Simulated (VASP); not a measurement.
# BN (Qingsongite) (F-43m) in VASP: settings compared, part 2 of 2

VASP 6.6.1. Earlier steps stand in the parts before.

## 4. Single point, PBE0

This run uses another cell than the first one, of 5.88 Å³/atom, 0.980 times its volume.

Input file POSCAR:

```
BN
1.0
    0.0000000000      1.8044216300      1.8044216300
    1.8044216300      0.0000000000      1.8044216300
    1.8044216300      1.8044216300      0.0000000000
B N
1 1
Direct
    0.0000000000      0.0000000000      0.0000000000
    0.2500000000      0.2500000000      0.2500000000
```

Input file INCAR.step1:

```
SYSTEM = BN
PREC     = Accurate       ! precision mode
ENCUT    = 520            ! plane-wave cutoff, eV
EDIFF    = 1E-5           ! SCF threshold, eV
ISMEAR   = -1             ! smearing method
SIGMA    = 0.02           ! smearing width, eV
LREAL    = .False.        ! projectors in reciprocal space
LASPH    = .True.         ! aspherical terms in the spheres
NELM     = 80             ! most SCF steps
ALGO     = Normal         ! electronic algorithm
ISIF     = 2              ! what is computed and relaxed
LWAVE    = .True.         ! write WAVECAR
LCHARG   = .False.        ! write CHGCAR
GGA      = PE             ! functional
NBANDS   = 11             ! bands
```

Input file INCAR.step2:

```
SYSTEM = BN
PREC     = Accurate       ! precision mode
ENCUT    = 520            ! plane-wave cutoff, eV
EDIFF    = 1E-6           ! SCF threshold, eV
ISMEAR   = -1             ! smearing method
SIGMA    = 0.02           ! smearing width, eV
LREAL    = .False.        ! projectors in reciprocal space
LASPH    = .True.         ! aspherical terms in the spheres
NELM     = 80             ! most SCF steps
ALGO     = Normal         ! electronic algorithm
ISIF     = 2              ! what is computed and relaxed
LWAVE    = .False.        ! write WAVECAR
LCHARG   = .False.        ! write CHGCAR
GGA      = PE             ! functional
LHFCALC  = .True.         ! exact exchange
AEXX     = 0.25           ! exact-exchange fraction
PRECFOCK = Normal       
ISTART   = 1            
NBANDS   = 11             ! bands
```

Input file KPOINTS:

```
regular mesh
0
Gamma
  8 8 8
  0 0 0
```

Potentials or basis: VASP PAW PBE potentials, release 64 (B, N).

Started as:

```
cat potpaw_PBE.64/B/POTCAR potpaw_PBE.64/N/POTCAR > POTCAR
cp INCAR.step1 INCAR
mpirun -np 1 vasp_std > vasp.out
cp INCAR.step2 INCAR
mpirun -np 1 vasp_std > vasp.out
```

OUTCAR:

```text
SYSTEM = BN
   PREC = Accurate
   ENCUT = 520
   EDIFF = 1E-6
   ISMEAR = -1
   LREAL = .False.
   LASPH = .True.
   NELM = 80
   ISIF = 2
   GGA = PE
   LHFCALC = .True.
   AEXX = 0.25
   PRECFOCK = Normal
   ISTART = 1

 ion  position               nearest neighbor table
   1  0.000  0.000  0.000-   2 1.56   2 1.56   2 1.56   2 1.56
   2  0.250  0.250  0.250-   1 1.56   1 1.56   1 1.56   1 1.56

  LATTYP: Found a face centered cubic cell.
 ALAT       =     3.6088432600

  Lattice vectors:

 A1 = (   0.0000000000,   1.8044216300,   1.8044216300)
 A2 = (   1.8044216300,   0.0000000000,   1.8044216300)
 A3 = (   1.8044216300,   1.8044216300,   0.0000000000)

Analysis of symmetry for initial positions (statically):
=====================================================================
 Subroutine PRICEL returns:
 Original cell was already a primitive cell.

 Routine SETGRP: Setting up the symmetry group for a
 face centered cubic supercell.

 Subroutine GETGRP returns: Found 24 space group operations
 (whereof 24 operations were pure point group operations)
 out of a pool of 48 trial point group operations.

The static configuration has the point symmetry T_d .

Analysis of symmetry for dynamics (positions and initial velocities):
=====================================================================
 Subroutine PRICEL returns:
 Original cell was already a primitive cell.

 Routine SETGRP: Setting up the symmetry group for a
 face centered cubic supercell.

 Subroutine GETGRP returns: Found 24 space group operations
 (whereof 24 operations were pure point group operations)
 out of a pool of 48 trial point group operations.

The dynamic configuration has the point symmetry T_d .

 Subroutine INISYM returns: Found 24 space group operations
 (whereof 24 operations are pure point group operations),
 and found     1 'primitive' translations

----------------------------------------------------------------------------------------

                                     Primitive cell

  volume of cell :      11.7502

  direct lattice vectors                    reciprocal lattice vectors
     0.000000000  1.804421630  1.804421630    -0.277097100  0.277097100  0.277097100
     1.804421630  0.000000000  1.804421630     0.277097100 -0.277097100  0.277097100
     1.804421630  1.804421630  0.000000000     0.277097100  0.277097100 -0.277097100

  length of vectors
     2.551837541  2.551837541  2.551837541     0.479946255  0.479946255  0.479946255

  position of ions in fractional coordinates (direct lattice)
     0.000000000  0.000000000  0.000000000
     0.250000000  0.250000000  0.250000000

  ion indices of the primitive-cell ions
   primitive index   ion index
                 1           1
                 2           2

----------------------------------------------------------------------------------------

 KPOINTS: regular mesh

Automatic generation of k-mesh.
 Grid dimensions read from file:
 generate k-points for:    8    8    8

 Generating k-lattice:

  Cartesian coordinates                     Fractional coordinates (reciprocal lattice)
[... 44 lines left out ...]
   total plane-waves  NPLWV =   8000
   dimension x,y,z NGX =    20 NGY =   20 NGZ =   20
   dimension x,y,z NGXF=    40 NGYF=   40 NGZF=   40
   ions per type =               1   1
   NGX,Y,Z   is equivalent  to a cutoff of  13.03, 13.03, 13.03 a.u.
   NGXF,Y,Z  is equivalent  to a cutoff of  26.06, 26.06, 26.06 a.u.
 SYSTEM =  BN
   PREC   = accura    normal or accurate (medium, high low for compatibility)
   ISTART =      1    job   : 0-new  1-cont  2-samecut
   ICHARG =      0    charge: 1-file 2-atom 10-const
   ISPIN  =      1    spin polarized calculation?
   LNONCOLLINEAR =      F non collinear calculations
   LSORBIT =      F    spin-orbit coupling
   LASPH  =      T    aspherical Exc in radial PAW
   ENCUT  =  520.0 eV  38.22 Ry    6.18 a.u.   4.74  4.74  4.74*2*pi/ulx,y,z
   NELM   =     80;   NELMIN=  2; NELMDL=  0     # of ELM steps
   EDIFF  = 0.1E-05   stopping-criterion for ELM
   LREAL  =      F    real-space projection
   EDIFFG = 0.1E-04   stopping-criterion for IOM
   NSW    =      0    number of steps for IOM
   IBRION =     -1    ionic relax: 0-MD 1-quasi-New 2-CG
   NFREE  =      0    steps in history (QN), initial steepest desc. (CG)
   ISIF   =      2    stress and relaxation
   ISYM   =      3    0-nonsym 1-usesym 2-fastsym
   POTIM  = 0.5000    time-step for ionic-motion
   TEBEG  =    0.0;   TEEND  =   0.0 temperature during run
   PSTRESS=    0.0 pullay stress
   NELECT =       8.0000    total number of electrons
   NUPDOWN=      -1.0000    fix difference up-down
   EMIN   =  10.00;   EMAX   =-10.00  energy-range for DOS
   EFERMI =   0.00;   METHOD = LEGACY
   ISMEAR =    -1;   SIGMA  =   0.02  broadening in eV -4-tet -1-fermi 0-gaus
   EFERMI_NEDOS =   21; number of points for ismear=-14 and -15
   IALGO  =     38    algorithm
   IMIX   =      1    mixing-type and parameters
     AMIX     =   0.40;   BMIX     =  1.00
     AMIX_MAG =   1.60;   BMIX_MAG =  1.00
  volume/ion in A,a.u.               =       5.88        39.65
  Fermi-wavevector in a.u.,A,eV,Ry     =   1.440202  2.721588 28.220965  2.074182
  Thomas-Fermi vector in A             =   2.558973
   LORBIT       =      0    0 simple, 1 ext, 2 COOP (PROOUT), +10 PAW based schemes
   GGA     = PE    functional components
   LHFCALC =     T    Hartree Fock is set to
   PRECFOCK=normal    Normal, Fast or Accurate (Low or Medium for compatibility)
   ENCUT4O =  -1.0   cutoff for four orbital integrals eV
   NKREDX  =     1    reduce k-point grid by
   NKREDY  =     1    reduce k-point grid by
   NKREDZ  =     1    reduce k-point grid by
   AEXX    =    0.2500 exact exchange contribution
   HFSCREEN=    0.0000 screening length (either q_TF or 0.3 A-1)
   HFSCREENC=   0.0000 screening length for correlation (either q_TF or 0.3 A-1)
   ENCUTFOCK=  -1.0 apply spherical cutoff to Coloumb kernel
   IVDW    =     0    specifies the selected vdW correction
   LEPSILON=     F    determine dielectric tensor
   LRPA    =     F    only Hartree local field effects (RPA)
 non-spin polarized calculation
  energy-cutoff  :      520.00
  volume of cell :       11.75
 maximum number of plane-waves:       332
  NGX = 16; NGY = 16; NGZ = 16

 number of electron       7.9999999 magnetization

 Free energy of the ion-electron system (eV)
  ---------------------------------------------------
  ext. energy  EPLUGINS =         0.00000000
  ---------------------------------------------------
  free energy    TOTEN  =       -21.28231031 eV

  energy without entropy =      -21.28231031  energy(sigma->0) =      -21.28231031

 E-fermi :   6.7784     XC(G=0): -10.0935

 val. band max:        6.2167319660   @ k =   0.0000   0.0000   0.0000
 cond. band min:      12.7720817317   @ k =   0.5000   0.5000   0.0000
 fundamental gap:      6.5553497658
 Fermi energy:         6.7783535416

 k-point     1 :       0.0000    0.0000    0.0000
  band No.  band energies     occupation
      1     -15.9825      2.00000
      2       6.2167      2.00000
      3       6.2167      2.00000
      4       6.2167      2.00000
      5      17.5692      0.00000
      6      17.5692      0.00000
      7      17.5692      0.00000
      8      19.2206      0.00000
      9      33.8373      0.00000
     10      36.8403      0.00000
     11      36.8403      0.00000
[... 309 lines left out ...]
 k-point    24 :      -0.3750    0.2500    0.1250
  band No.  band energies     occupation
      1     -10.6679      2.00000
      2      -4.4057      2.00000
      3       0.9175      2.00000
      4       2.4599      2.00000
      5      18.2505      0.00000
      6      20.0442      0.00000
      7      23.6253      0.00000
      8      25.1123      0.00000
      9      28.5117      0.00000
     10      35.3047      0.00000
     11      36.8660      0.00000

 [... further k-points ...]

------------------------ aborting loop because EDIFF is reached ----------------------------------------

  FORCE on cell =-STRESS in cart. coord.  units (eV):
  Direction    XX          YY          ZZ          XY          YZ          ZX
  --------------------------------------------------------------------------------------
  -------------------------------------------------------------------------------------
  Total       -0.2656660     -0.2656660     -0.2656660      0.0000000      0.0000000      0.0000000
  in kB      -36.2245028    -36.2245028    -36.2245028      0.0000000      0.0000000      0.0000000
  external PRESSURE =     -36.2245028 kB  Pullay stress =       0.0000000 kB

 VOLUME and BASIS-vectors are now :
 -----------------------------------------------------------------------------
  energy-cutoff  :      520.00
  volume of cell :       11.75
      direct lattice vectors                 reciprocal lattice vectors
     0.000000000  1.804421630  1.804421630    -0.277097100  0.277097100  0.277097100
     1.804421630  0.000000000  1.804421630     0.277097100 -0.277097100  0.277097100
     1.804421630  1.804421630  0.000000000     0.277097100  0.277097100 -0.277097100

 POSITION                                       TOTAL-FORCE (eV/Angst)
 -----------------------------------------------------------------------------------
      0.00000      0.00000      0.00000         0.000000      0.000000      0.000000
      0.90221      0.90221      0.90221        -0.000000     -0.000000     -0.000000
 -----------------------------------------------------------------------------------
    total drift:                               -0.000000     -0.000000     -0.000000

  FREE ENERGIE OF THE ION-ELECTRON SYSTEM (eV)
  ---------------------------------------------------
  free  energy   TOTEN  =       -21.2823103081 eV

  energy  without entropy=      -21.2823103081  energy(sigma->0) =      -21.28231031
```

It took 9.6 min on 1 thread of AMD EPYC 7R13 (Zen 3), shared host; peak memory 0.1 GiB.

What came out:

* Free energy: -21.2823 eV
* Pressure: -3.6 GPa
* Band gap on the k mesh: 6.56 eV, indirect (least direct gap 11.35 eV)

Caveat: the PAW data sets were made with another functional, which shifts forces and pressure a little.

## 5. Summary

| level | potentials or basis | cell | k mesh | cutoff (eV) | second run | grid for exact exchange (PRECFOCK) | gap on the mesh (eV) | pressure (GPa) |
| --- | --- | --- | --- | --- | --- | --- | --- | --- |
| r2SCAN | VASP PAW PBE potentials, release 64 (B_h, N_h) | a = 2.569 Å, angles 60.0°, 2 atoms | 14 × 14 × 14 | 910 | hard_potentials | - | 4.97 | -7.8 |
| r2SCAN | VASP PAW PBE potentials, release 64 (B_h, N_h) | a = 2.552 Å, angles 60.0°, 2 atoms | 12 × 12 × 12 | 910 | hard_potentials | - | 5.00 | -0.3 |
| PBE0 | VASP PAW PBE potentials, release 64 (B, N) | a = 2.552 Å, angles 60.0°, 2 atoms | 8 × 8 × 8 | 520 | - | Normal | 6.56 | -3.6 |

Alike in all rows: task single point; no spin polarisation; smearing fermi-dirac 0.02 eV.

Caveats: the PAW data sets were made with another functional, which shifts forces and pressure a little; the cutoff is under 1.25 times the usual one of these potentials, so pressure, stress and relaxed cells hold a basis-set (Pulay) error (some runs).

Total energies depend on the potentials used, so only differences within one code and one set of settings carry meaning.

## 6. Comparison with measurements

Step 3. Against the measured gap of BN, 6.4 eV (indirect; 300 K; a printed reference work, monograph), the calculated 5.00 eV is off by -1.40 eV. The value is that of r2SCAN on a finite k mesh, which can miss the band edges, without temperature or zero-point motion.
